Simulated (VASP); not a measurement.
# KF (Pm-3m) in VASP: a series of runs

Runs on KF. Level: PBE. Tasks: single point, relaxation of cell and atoms.

Program: VASP 6.6.1. These are calculated values, not measurements. Logs are shortened: lines on timing, memory, paths and dates and some standing lists are left out, and cuts for length are marked.

## Step 1: The structure

It takes space group Pm-3m (No. 221, cubic). Conventional cell: a = 3.259 Å, b = 3.259 Å, c = 3.259 Å, α = 90.00°, β = 90.00°, γ = 90.00°. Around K (site symmetry m-3m) lie 8 F at 2.82 Å. F (site symmetry m-3m) has 8 K at 2.82 Å as nearest neighbours.

The cell comes from a database or a generator and needn't be the stable form of this composition.

## Step 2: Single point, PBE

Input file INCAR:

```
  PREC = Accurate
  ENCUT = 520
  EDIFF = 1E-6
  ISMEAR = 0
  SIGMA = 0.05
  LREAL = False
  LASPH = True
  NELM = 100
  ALGO = Fast
  ISIF = 2
  LWAVE = False
  LCHARG = True
  GGA = PE
  LELF = True
  LVHAR = True
  NBANDS = 15
```

Input file KPOINTS:

```
regular mesh
0
Gamma
  8 8 8
```

Input file POSCAR:

```
KF
1.0
    3.2589550000      0.0000000000      0.0000000000
    0.0000000000      3.2589550000      0.0000000000
    0.0000000000      0.0000000000      3.2589550000
K F
1 1
Direct
    0.0000000000      0.0000000000      0.0000000000
    0.5000000000      0.5000000000      0.5000000000
```

Potentials or basis: VASP PAW PBE potentials, release 64 (K_sv, F).

Started as:

```bash
$ cat potpaw_PBE.64/K_sv/POTCAR potpaw_PBE.64/F/POTCAR > POTCAR
$ mpirun -np 1 vasp_std > vasp.out
```

OUTCAR:

```text
PREC = Accurate
   ENCUT = 520
   EDIFF = 1E-6
   ISMEAR = 0
   LREAL = False
   LASPH = True
   NELM = 100
   ISIF = 2
   GGA = PE

 ion  position               nearest neighbor table
   1  0.000  0.000  0.000-   2 2.82   2 2.82   2 2.82   2 2.82   2 2.82   2 2.82   2 2.82   2 2.82

   2  0.500  0.500  0.500-   1 2.82   1 2.82   1 2.82   1 2.82   1 2.82   1 2.82   1 2.82   1 2.82

  LATTYP: Found a simple cubic cell.
 ALAT       =     3.2589550000

  Lattice vectors:

 A1 = (   3.2589550000,   0.0000000000,   0.0000000000)
 A2 = (   0.0000000000,   3.2589550000,   0.0000000000)
 A3 = (   0.0000000000,   0.0000000000,   3.2589550000)

Analysis of symmetry for initial positions (statically):
=====================================================================
 Subroutine PRICEL returns:
 Original cell was already a primitive cell.

 Routine SETGRP: Setting up the symmetry group for a
 simple cubic supercell.

 Subroutine GETGRP returns: Found 48 space group operations
 (whereof 48 operations were pure point group operations)
 out of a pool of 48 trial point group operations.

The static configuration has the point symmetry O_h .

Analysis of symmetry for dynamics (positions and initial velocities):
=====================================================================
 Subroutine PRICEL returns:
 Original cell was already a primitive cell.

 Routine SETGRP: Setting up the symmetry group for a
 simple cubic supercell.

 Subroutine GETGRP returns: Found 48 space group operations
 (whereof 48 operations were pure point group operations)
 out of a pool of 48 trial point group operations.

The dynamic configuration has the point symmetry O_h .

 Subroutine INISYM returns: Found 48 space group operations
 (whereof 48 operations are pure point group operations),
 and found     1 'primitive' translations

----------------------------------------------------------------------------------------

                                     Primitive cell

  volume of cell :      34.6127

  direct lattice vectors                    reciprocal lattice vectors
     3.258955000  0.000000000  0.000000000     0.306846827  0.000000000  0.000000000
     0.000000000  3.258955000  0.000000000     0.000000000  0.306846827  0.000000000
     0.000000000  0.000000000  3.258955000     0.000000000  0.000000000  0.306846827

  length of vectors
     3.258955000  3.258955000  3.258955000     0.306846827  0.306846827  0.306846827

  position of ions in fractional coordinates (direct lattice)
     0.000000000  0.000000000  0.000000000
     0.500000000  0.500000000  0.500000000

  ion indices of the primitive-cell ions
   primitive index   ion index
                 1           1
                 2           2

----------------------------------------------------------------------------------------

 KPOINTS: regular mesh

Automatic generation of k-mesh.
 Grid dimensions read from file:
 generate k-points for:    8    8    8

 Generating k-lattice:

  Cartesian coordinates                     Fractional coordinates (reciprocal lattice)
     0.038355853  0.000000000  0.000000000     0.125000000  0.000000000  0.000000000
     0.000000000  0.038355853  0.000000000     0.000000000  0.125000000  0.000000000
     0.000000000  0.000000000  0.038355853     0.000000000  0.000000000  0.125000000

  Length of vectors
     0.038355853  0.038355853  0.038355853

  Shift w.r.t. Gamma in fractional coordinates (k-lattice)
     0.000000000  0.000000000  0.000000000

 Subroutine IBZKPT returns following result:
 ===========================================

 Found     35 irreducible k-points:

 Following reciprocal coordinates:
            Coordinates               Weight
  0.000000  0.000000  0.000000      1.000000
  0.125000  0.000000  0.000000      6.000000
  0.250000  0.000000  0.000000      6.000000
  0.375000  0.000000  0.000000      6.000000
  0.500000  0.000000  0.000000      3.000000
  0.125000  0.125000  0.000000     12.000000
[... 16 lines left out ...]
  0.375000  0.375000  0.125000     24.000000
  0.500000  0.375000  0.125000     24.000000
 [... further k-points ...]
   k-points           NKPTS =     35   k-points in BZ     NKDIM =     35   number of bands    NBANDS=     15
   number of dos      NEDOS =    301   number of ions     NIONS =      2
   total plane-waves  NPLWV =  13824
   dimension x,y,z NGX =    24 NGY =   24 NGZ =   24
   dimension x,y,z NGXF=    48 NGYF=   48 NGZF=   48
   ions per type =               1   1
   NGX,Y,Z   is equivalent  to a cutoff of  12.24, 12.24, 12.24 a.u.
   NGXF,Y,Z  is equivalent  to a cutoff of  24.49, 24.49, 24.49 a.u.
 SYSTEM =  unknown system
   PREC   = accura    normal or accurate (medium, high low for compatibility)
   ISTART =      0    job   : 0-new  1-cont  2-samecut
   ICHARG =      2    charge: 1-file 2-atom 10-const
   ISPIN  =      1    spin polarized calculation?
   LNONCOLLINEAR =      F non collinear calculations
   LSORBIT =      F    spin-orbit coupling
   LASPH  =      T    aspherical Exc in radial PAW
   ENCUT  =  520.0 eV  38.22 Ry    6.18 a.u.   6.06  6.06  6.06*2*pi/ulx,y,z
   NELM   =    100;   NELMIN=  2; NELMDL= -5     # of ELM steps
   EDIFF  = 0.1E-05   stopping-criterion for ELM
[... 8 lines left out ...]
   TEBEG  =    0.0;   TEEND  =   0.0 temperature during run
   PSTRESS=    0.0 pullay stress
   NELECT =      16.0000    total number of electrons
   NUPDOWN=      -1.0000    fix difference up-down
   EMIN   =  10.00;   EMAX   =-10.00  energy-range for DOS
   EFERMI =   0.00;   METHOD = LEGACY
   ISMEAR =     0;   SIGMA  =   0.05  broadening in eV -4-tet -1-fermi 0-gaus
   EFERMI_NEDOS =   21; number of points for ismear=-14 and -15
   IALGO  =     68    algorithm
   IMIX   =      4    mixing-type and parameters
     AMIX     =   0.40;   BMIX     =  1.00
     AMIX_MAG =   1.60;   BMIX_MAG =  1.00
  volume/ion in A,a.u.               =      17.31       116.79
  Fermi-wavevector in a.u.,A,eV,Ry     =   1.265814  2.392041 21.800402  1.602284
  Thomas-Fermi vector in A             =   2.399047
   LORBIT       =      0    0 simple, 1 ext, 2 COOP (PROOUT), +10 PAW based schemes
   GGA     = PE    functional components
   LHFCALC =     F    Hartree Fock is set to
   AEXX    =    0.0000 exact exchange contribution
   IVDW    =     0    specifies the selected vdW correction
   LEPSILON=     F    determine dielectric tensor
   LRPA    =     F    only Hartree local field effects (RPA)
 non-spin polarized calculation
 RMM-DIIS sequential band-by-band and
 Gauss-broadening in eV      SIGMA  =   0.05
  energy-cutoff  :      520.00
  volume of cell :       34.61
 maximum number of plane-waves:       952
   NGX = 13   NGY = 13   NGZ = 13

 number of electron      15.9999992 magnetization

 Free energy of the ion-electron system (eV)
  ---------------------------------------------------
  ext. energy  EPLUGINS =         0.00000000
  ---------------------------------------------------
  free energy    TOTEN  =        -8.09364674 eV

  energy without entropy =       -8.09364674  energy(sigma->0) =       -8.09364674

 E-fermi :  -1.7344     XC(G=0):  -9.0242

 val. band max:       -2.0361059874   @ k =   0.5000   0.5000   0.0000
 cond. band min:       4.2205258941   @ k =   0.0000   0.0000   0.0000
 fundamental gap:      6.2566318815
 Fermi energy:        -1.7344108924

 k-point     1 :       0.0000    0.0000    0.0000
  band No.  band energies     occupation
      1     -29.0571      2.00000
      2     -20.9357      2.00000
      3     -12.0888      2.00000
      4     -12.0888      2.00000
      5     -12.0888      2.00000
      6      -2.0884      2.00000
      7      -2.0884      2.00000
      8      -2.0884      2.00000
      9       4.2205      0.00000
     10       6.2535      0.00000
     11       6.2535      0.00000
     12      11.7798      0.00000
     13      11.7798      0.00000
     14      11.7798      0.00000
     15      18.8670      0.00000

 k-point     2 :       0.1250    0.0000    0.0000
  band No.  band energies     occupation
      1     -29.0392      2.00000
      2     -20.9391      2.00000
      3     -12.1949      2.00000
      4     -12.0730      2.00000
      5     -12.0730      2.00000
      6      -2.2908      2.00000
      7      -2.1037      2.00000
      8      -2.1037      2.00000
      9       4.6340      0.00000
     10       6.3733      0.00000
     11       6.6034      0.00000
     12      11.5173      0.00000
     13      11.5173      0.00000
     14      11.8272      0.00000
     15      17.6878      0.00000

 k-point     3 :       0.2500    0.0000    0.0000
  band No.  band energies     occupation
      1     -28.9953      2.00000
      2     -20.9488      2.00000
      3     -12.4398      2.00000
      4     -12.0345      2.00000
      5     -12.0345      2.00000
      6      -2.7260      2.00000
      7      -2.1416      2.00000
      8      -2.1416      2.00000
      9       5.6518      0.00000
     10       6.6919      0.00000
     11       7.4928      0.00000
     12      10.9784      0.00000
     13      10.9784      0.00000
     14      11.9450      0.00000
     15      16.2185      0.00000
[... 343 lines left out ...]
 k-point    23 :       0.3750    0.3750    0.1250
  band No.  band energies     occupation
      1     -28.8456      2.00000
      2     -20.8663      2.00000
      3     -12.7250      2.00000
      4     -12.6882      2.00000
      5     -12.0464      2.00000
      6      -2.7493      2.00000
      7      -2.6363      2.00000
      8      -2.2148      2.00000
      9       7.0675      0.00000
     10       7.5469      0.00000
     11       9.6685      0.00000
     12       9.7489      0.00000
     13      10.6022      0.00000
     14      11.1298      0.00000
     15      15.0531      0.00000

 k-point    24 :       0.5000    0.3750    0.1250
  band No.  band energies     occupation
      1     -28.8299      2.00000
      2     -20.8525      2.00000
      3     -12.8209      2.00000
      4     -12.7124      2.00000
      5     -12.0321      2.00000
      6      -2.7689      2.00000
      7      -2.6499      2.00000
      8      -2.2051      2.00000
      9       6.9365      0.00000
     10       7.5015      0.00000
     11       9.5112      0.00000
     12       9.7135      0.00000
     13      10.9038      0.00000
     14      12.2522      0.00000
     15      14.1504      0.00000

 [... further k-points ...]
[... 5 lines left out ...]
  --------------------------------------------------------------------------------------
  -------------------------------------------------------------------------------------
  Total        0.0007683      0.0007683      0.0007683     -0.0000000      0.0000000      0.0000000
  in kB        0.0355645      0.0355645      0.0355645     -0.0000000      0.0000000      0.0000000
  external PRESSURE =       0.0355645 kB  Pullay stress =       0.0000000 kB

 VOLUME and BASIS-vectors are now :
 -----------------------------------------------------------------------------
  energy-cutoff  :      520.00
  volume of cell :       34.61
      direct lattice vectors                 reciprocal lattice vectors
     3.258955000  0.000000000  0.000000000     0.306846827  0.000000000  0.000000000
     0.000000000  3.258955000  0.000000000     0.000000000  0.306846827  0.000000000
     0.000000000  0.000000000  3.258955000     0.000000000  0.000000000  0.306846827

 POSITION                                       TOTAL-FORCE (eV/Angst)
 -----------------------------------------------------------------------------------
      0.00000      0.00000      0.00000         0.000000      0.000000      0.000000
      1.62948      1.62948      1.62948         0.000000      0.000000      0.000000
 -----------------------------------------------------------------------------------
    total drift:                                0.000000      0.000000     -0.000000

  FREE ENERGIE OF THE ION-ELECTRON SYSTEM (eV)
  ---------------------------------------------------
  free  energy   TOTEN  =        -8.0936467412 eV

  energy  without entropy=       -8.0936467412  energy(sigma->0) =       -8.09364674
```

It took 12 s on 1 thread of Intel Xeon Platinum 8488C (Sapphire Rapids), shared host; peak memory 0.14 GiB.

Results:

| Item | Value |
| --- | --- |
| Free energy | -8.0936 eV |
| Pressure | 0.0 GPa |
| Band gap on the k mesh | 6.26 eV, indirect (least direct gap 6.31 eV) |

## Step 3: Single point, PBE

Input file INCAR:

```
SYSTEM = KF
PREC = Accurate ; ENCUT = 520
EDIFF = 1E-7 ; ISMEAR = 0
SIGMA = 0.02 ; LREAL = .FALSE.
LASPH = .TRUE. ; NELM = 100
ALGO = Normal ; ISIF = 2
LWAVE = .FALSE. ; LCHARG = .FALSE.
GGA = PE ; NBANDS = 15
```

Input file KPOINTS:

```
regular mesh
0
G
  8 8 8
  0 0 0
```

POSCAR is that of step 2.

Potentials or basis: VASP PAW PBE potentials, release 64 (K_sv, F).

Started as:

```bash
$ cat potpaw_PBE.64/K_sv/POTCAR potpaw_PBE.64/F/POTCAR > POTCAR
$ mpirun -np 1 vasp_std > vasp.out
```

Run time: 11 s. Hardware: 1 thread of Intel Xeon Platinum 8488C (Sapphire Rapids), shared host; peak memory 0.14 GiB.

Results (log left out):

* Free energy: -8.0936 eV
* Pressure: 0.0 GPa
* Band gap on the k mesh: 6.26 eV, indirect (least direct gap 6.31 eV)

Levels at points of the mesh, in eV from the valence-band top:
| k point | band 5 | band 6 | band 7 | band 8 | band 9 | band 10 | band 11 | band 12 |
| --- | --- | --- | --- | --- | --- | --- | --- | --- |
| (0.00, 0.00, 0.00) | -10.05 | -0.05 | -0.05 | -0.05 | 6.26 | 8.29 | 8.29 | 13.81 |
| (0.50, 0.00, 0.00) | -9.94 | -1.22 | -0.16 | -0.16 | 9.28 | 9.35 | 10.86 | 12.40 |
| (0.50, 0.50, 0.00) | -9.86 | -0.62 | -0.62 | 0.00 | 8.46 | 8.97 | 11.86 | 11.86 |
| (0.50, 0.50, 0.50) | -10.63 | -1.03 | -1.03 | -1.03 | 10.43 | 10.43 | 10.43 | 15.20 |

## Step 4: Relaxation of cell and atoms, PBE

Input file INCAR:

```
SYSTEM = KF
PREC = Accurate
ENCUT = 600
EDIFF = 1E-6
ISMEAR = 0
SIGMA = 0.02
LREAL = .False.
LASPH = .True.
NELM = 100
ALGO = Normal
ISIF = 3
LWAVE = .False.
LCHARG = .False.
GGA = PE
IBRION = 2
NSW = 100
EDIFFG = -0.005
```

Input file KPOINTS:

```
regular mesh
0
Gamma
  8 8 8
  0 0 0
```

POSCAR is that of step 3.

Potentials or basis: VASP PAW PBE potentials, release 64 (K_sv, F).

Started as:

```bash
$ cat potpaw_PBE.64/K_sv/POTCAR potpaw_PBE.64/F/POTCAR > POTCAR
$ mpirun -np 1 vasp_std > vasp.out
```

OUTCAR:

```text
SYSTEM = KF
   PREC = Accurate
   ENCUT = 600
   EDIFF = 1E-6
   ISMEAR = 0
   LREAL = .False.
   LASPH = .True.
   NELM = 100
   ISIF = 3
   GGA = PE
   IBRION = 2
   NSW = 100
   EDIFFG = -0.005

 ion  position               nearest neighbor table
   1  0.000  0.000  0.000-   2 2.82   2 2.82   2 2.82   2 2.82   2 2.82   2 2.82   2 2.82   2 2.82

   2  0.500  0.500  0.500-   1 2.82   1 2.82   1 2.82   1 2.82   1 2.82   1 2.82   1 2.82   1 2.82

  LATTYP: Found a simple cubic cell.
 ALAT       =     3.2589550000
[... 545 lines left out ...]
      8      -2.2078      2.00000
      9       6.9358      0.00000
     10       7.5011      0.00000
     11       9.5106      0.00000
     12       9.7129      0.00000

 [... further k-points ...]
[... 5 lines left out ...]
  --------------------------------------------------------------------------------------
  -------------------------------------------------------------------------------------
  Total       -0.0022010     -0.0022010     -0.0022010     -0.0000000      0.0000000      0.0000000
  in kB       -0.1018810     -0.1018810     -0.1018810     -0.0000000      0.0000000      0.0000000
  external PRESSURE =      -0.1018810 kB  Pullay stress =       0.0000000 kB

 VOLUME and BASIS-vectors are now :
 -----------------------------------------------------------------------------
  energy-cutoff  :      600.00
  volume of cell :       34.61
      direct lattice vectors                 reciprocal lattice vectors
     3.258955000  0.000000000  0.000000000     0.306846827  0.000000000  0.000000000
     0.000000000  3.258955000  0.000000000     0.000000000  0.306846827  0.000000000
     0.000000000  0.000000000  3.258955000     0.000000000  0.000000000  0.306846827

 POSITION                                       TOTAL-FORCE (eV/Angst)
 -----------------------------------------------------------------------------------
      0.00000      0.00000      0.00000         0.000000      0.000000      0.000000
      1.62948      1.62948      1.62948         0.000000      0.000000      0.000000
 -----------------------------------------------------------------------------------
    total drift:                                0.000000      0.000000      0.000000

  FREE ENERGIE OF THE ION-ELECTRON SYSTEM (eV)
  ---------------------------------------------------
  free  energy   TOTEN  =        -8.0955099093 eV

  energy  without entropy=       -8.0955099093  energy(sigma->0) =       -8.09550991

 reached required accuracy - stopping structural energy minimisation
```

Run time: 14 s. Hardware: 1 thread of Intel Xeon Platinum 8488C (Sapphire Rapids), shared host; peak memory 0.16 GiB.

Results:

| Property | Result |
| --- | --- |
| Free energy | -8.0955 eV |
| Pressure after relaxing | 0.0 GPa |
| Band gap on the k mesh | 6.26 eV, indirect (least direct gap 6.31 eV) |

Final structure:
```cif
data_structure
_symmetry_space_group_name_H-M 'P 1'
_symmetry_Int_Tables_number 1
_cell_length_a 3.2590
_cell_length_b 3.2590
_cell_length_c 3.2590
_cell_angle_alpha 90.000
_cell_angle_beta 90.000
_cell_angle_gamma 90.000
_cell_volume 34.61
loop_
_atom_site_label
_atom_site_type_symbol
_atom_site_fract_x
_atom_site_fract_y
_atom_site_fract_z
_atom_site_occupancy
K1 K 0.00000 0.00000 0.00000 1
F1 F 0.50000 0.50000 0.50000 1
```

Caveat: the relaxation stopped at its first step, so nothing moved.

## Step 5: Single point, PBE (the relaxed cell repeated 2 times)

Input file INCAR:

```
SYSTEM = KF
PREC = Accurate ; ENCUT = 520
EDIFF = 1E-6 ; ISMEAR = 0
SIGMA = 0.05 ; LREAL = .False.
LASPH = .True. ; NELM = 100
ALGO = Normal ; ISIF = 2
LWAVE = .False. ; LCHARG = .True.
GGA = PE ; LELF = .True.
LVHAR = .True. ; NBANDS = 24
```

Input file KPOINTS:

```
regular mesh
0
Gamma
  8 6 6
  0 0 0
```

Input file POSCAR:

```
KF
1.0
   -3.2589550000      0.0000000000      0.0000000000
    0.0000000000      3.2589550000      3.2589550000
    0.0000000000      3.2589550000     -3.2589550000
K F
2 2
Direct
    0.0000000000      0.0000000000      0.0000000000
    0.0000000000      0.5000000000      0.5000000000
    0.5000000000      0.5000000000      0.0000000000
    0.5000000000      0.0000000000      0.5000000000
```

Started as:

```bash
$ cat potpaw_PBE.64/K_sv/POTCAR potpaw_PBE.64/F/POTCAR > POTCAR
$ mpirun -np 1 vasp_std > vasp.out
```

Run time: 56 s. Hardware: 1 thread of Intel Xeon Platinum 8488C (Sapphire Rapids), shared host; peak memory 0.22 GiB.

The run converged. Its results:

* Free energy: -16.1873 eV
* Pressure: 0.1 GPa
* Band gap on the k mesh: 6.26 eV

Levels at points of the mesh, in eV from the valence-band top:
```tsv
k point	band 12	band 13	band 14	band 15	band 16	band 17	band 18	band 19	band 20	band 21
(0.00, 0.00, 0.00)	-0.61	-0.05	-0.05	-0.05	0.00	6.26	8.29	8.29	8.47	8.98
(0.50, 0.00, 0.00)	-1.03	-1.03	-1.03	-0.16	-0.16	9.28	9.35	10.43	10.43	10.43
(0.00, 0.50, 0.00)	-0.69	-0.37	-0.37	-0.09	-0.09	8.43	8.43	9.37	9.37	10.41
(0.50, 0.50, 0.00)	-0.85	-0.61	-0.61	-0.34	-0.34	9.70	9.70	10.97	10.97	10.99
(0.00, 0.50, 0.50)	-1.22	-0.16	-0.16	-0.16	-0.16	9.28	9.28	9.35	9.35	10.87
(0.50, 0.50, 0.50)	-0.61	-0.61	-0.61	0.00	0.00	8.47	8.47	8.98	8.98	11.86
```

A k mesh can miss the band edges.

## Step 6: Summary

```csv
task,cell,k mesh,cutoff (eV),smearing,gap on the mesh (eV),pressure (GPa)
single point,as given,8 × 8 × 8,520,gaussian 0.05 eV,6.26,0.0
single point,as given,8 × 8 × 8,520,gaussian 0.02 eV,6.26,0.0
relaxation of cell and atoms,relaxed,8 × 8 × 8,600,gaussian 0.02 eV,6.26,0.0
single point,the relaxed cell repeated 2 times,8 × 6 × 6,520,gaussian 0.05 eV,6.26,0.1
```

Alike in all rows: level PBE; potentials or basis VASP PAW PBE potentials, release 64 (K_sv, F); no spin polarisation.

Caveats: the relaxation stopped at its first step, so nothing moved (some runs).

Total energies depend on the potentials used, so only differences within one code and one set of settings carry meaning.
